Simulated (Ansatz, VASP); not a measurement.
Pt: VASP beside Ansatz

```
Pt
1.0
     2.70431    0.00000    0.00000
    -1.35215    2.34200    0.00000
     0.00000    0.00000    4.69431
Pt
2
Cartesian
  0.0000 1.5613 1.1736
  1.3522 0.7807 3.5207
```

Change from the starting cell: volume scaled by 0.94.

Alike in both runs: task single point; functional LDA; k mesh 11 × 11 × 6; occupations fermi-dirac, width 0.05 eV; no spin polarisation.

```csv
,VASP,Ansatz
version,VASP 6.6.1,Ansatz 0.2.0
potentials or method,"VASP PAW LDA potentials, release 64 (Pt), cutoff 520 eV","all-electron LAPW, scalar-relativistic"
```

Ansatz gave:

| Item | Value |
| --- | --- |
| gap on the k mesh at the Fermi level (eV) | none |
| pressure (GPa) | 0.2 |
| largest component of the traceless stress (GPa) | 2.07 |

Question: Estimate VASP's values.

Answer: gap on the k mesh at the Fermi level (eV): none; pressure (GPa): 1.0; largest component of the traceless stress (GPa): 2.40.

A gap of «none» marks a metal or a gap that the smearing closes. Ansatz ran all-electron here, so the differences hold the error of VASP's frozen core and of both bases.

The runs have no spin-orbit coupling, so splittings on Pt are missing.
